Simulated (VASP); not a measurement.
BeTe: relaxation of cell and atoms with PBEsol

BeTe:

```
Be Te
1.0
     0.00000    2.77000    2.77000
     2.77000    0.00000    2.77000
     2.77000    2.77000    0.00000
Be Te
1 1
Direct
  0.00000 0.00000 0.00000
  0.25000 0.25000 0.25000
```

| Item | Value |
| --- | --- |
| Program | VASP 6.6.1 |
| Task | relaxation of cell and atoms |
| Functional | PBEsol |
| Potentials or basis | VASP PAW PBE potentials, release 64 (Be, Te) |
| Cutoff | 600 eV |
| k mesh | 8 × 8 × 8 |
| Occupations | gaussian, width 0.03 eV |
| Spin | no spin polarisation |
| Further INCAR settings | ALGO = Normal; EDIFF = 1e-06; IBRION = 2; EDIFFG = -0.01; NSW = 90; ISIF = 3 |

```json
{"Relaxed volume": "22.10 Å³/atom", "Relaxed cell": "a = 3.968 Å, b = 3.968 Å, c = 3.968 Å, α = 60.00°, β = 60.00°, γ = 60.00°", "Space group after relaxing (to 0.05 Å)": "F-43m (No. 216)", "Energy gained by relaxing": "6.5 meV/atom", "Ionic steps": "3", "Pressure after relaxing": "0.0 GPa", "Band gap on the k mesh": "1.83 eV, indirect (least direct gap 3.59 eV)"}
```

The path:
```csv
step,energy change (eV),largest force (eV/Å),pressure (GPa),volume (Å³)
1,0.0000,0.0000,2.54,42.51
2,-0.0122,0.0000,-0.55,44.61
3,-0.0129,0.0000,0.00,44.19
```

Final structure:
```
CELL_PARAMETERS angstrom
0.00000 2.80614 2.80614
2.80614 0.00000 2.80614
2.80614 2.80614 0.00000
ATOMIC_POSITIONS crystal
Be 0.00000 0.00000 0.00000
Te 0.25000 0.25000 0.25000
```

Levels at points of the mesh, in eV from the valence-band top:
```
           k point  band 1  band 2  band 3  band 4  band 5  band 6  band 7  band 8
(0.00, 0.00, 0.00)  -12.40    0.00    0.00    0.00    3.59    3.59    3.59    3.81
(0.50, 0.00, 0.00)  -11.03   -5.64   -1.15   -1.15    3.06    4.55    4.55    7.66
(0.50, 0.50, 0.00)  -10.52   -5.19   -2.70   -2.70    1.83    2.60    9.77    9.77
```

Wall time 15 s on 1 thread of AMD EPYC 9R45 (Zen 5) (shared host), peak memory 0.15 GiB.

Caveat: the PAW data sets were made with another functional, which shifts forces and pressure a little; spin-orbit coupling is left out, which moves the levels of the heavy elements. A k mesh can miss the band edges.
